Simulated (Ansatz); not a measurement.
## ZrS$_{2}$: a fit and a missing row

ZrS$_{2}$, P-3m1, a = 3.578 Å, c = 5.541 Å. Ansatz: PBEsol+D3(BJ), PAW, 420 eV, Γ-centred 12×12×6 mesh on 3 atoms, Gaussian smearing 0.01 eV; no spin polarisation. Shape and atoms are relaxed at each volume; pressure is positive in compression.

```tsv
V (Å³/atom)	P (GPa)
18.022	8.76
18.637	5.91
19.251	3.49
19.866	1.52
20.480	0.00
21.094	-1.17
21.709	?
22.528	-2.59
```

Take V0 = 20.480 Å³/atom, fit the third-order Birch–Murnaghan form to the other rows, and predict the missing pressure.

With the Eulerian strain f = ½[(V0/V)^(2/3) − 1] and y = P/[3f(1 + 2f)^(5/2)], the form is the line y = B0 + 1.5 B0 (B0′ − 4) f. Rows (f, y): 0.04449, 53.0; 0.03244, 51.9; 0.02106, 49.8; 0.01025, 47.0; -0.00975, 42.0; -0.03078, 32.9. Means f = 0.01128, y = 46.100; Σ(Δf)² = 0.003859, ΣΔfΔy = 1.029; the slope is their ratio. y = 43.09 + 266.6 f GPa, so B0 = 43.1 GPa and B0′ = 4 + 2 × (266.6)/(3 × 43.09) = 8.12. At V = 21.709, f = -0.01905, y = 38.01 and P = -1.97 GPa. The run gave -1.98 GPa, so the fit is 0.01 GPa too high, within the rms miss on the fitted rows (0.15 GPa). A B0′ outside 2 to 8 is unusual except in layered or molecular crystals, and here it hangs on few rows.

Where the gap has closed, the smearing of 0.02 eV or less is narrow for a metal on this mesh.

Cost: 8 runs of about 2.6 core-minutes in all, on Intel Xeon Platinum 8488C (Sapphire Rapids) (shared hosts).